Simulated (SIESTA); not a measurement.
**TaN under changes of volume**

One of the cells (11.030 Å³/atom); the others are scaled copies at fixed shape and fractional positions:

```xyz
2
Lattice="0.0000 2.2260 2.2260 2.2260 0.0000 2.2260 2.2260 2.2260 0.0000" Properties=species:S:1:pos:R:3 pbc="T T T"
Ta    2.2260    2.2260    2.2260
N     0.0000    0.0000    0.0000
```

The cell comes from a database or a generator and needn't be the stable form of this composition.

| Property | Result |
| --- | --- |
| Program | SIESTA 5.4.2 |
| Functional | PBE |
| Potentials or basis | PseudoDojo 0.4 standard (PBE files) |
| Basis | DZP (energy shift 0.003 Ry; two zetas on semicore shells) |
| Grid cutoff | 800 Ry |
| Energy shift | 0.003 Ry |
| k mesh | 10 × 10 × 10 |
| Occupations | fermi-dirac, width 0.05 eV |
| Spin | no spin polarisation |

```csv
volume (Å³/atom),energy over the lowest point (meV/atom),pressure (GPa)
10.164,71.07,30.7
10.381,?,?
10.597,13.96,12.6
11.030,0.00,-1.8
11.246,6.56,-7.7
11.462,20.70,-13.1
```

Task: What does the run at 10.381 Å³/atom give?

Result: Energy over the lowest point 36.42 meV/atom; pressure 20.9 GPa.

Worked out: A Birch-Murnaghan fit of order 3 (a polynomial in V^(-2/3)) to the other rows has its minimum at 10.97 Å³/atom with B0 = V·E''(V) = 333 GPa and B' = 4.6. It gives 36.43 meV/atom at 10.381 Å³/atom, against the run's 36.42, and -dE/dV = 21.0 GPa, against 20.9.

Energies are extrapolated to zero smearing.

Caveats: short orbitals over semicore shells can move pressures by several GPa; the basis of atomic orbitals isn't converged, which shifts pressures, moduli and gaps.
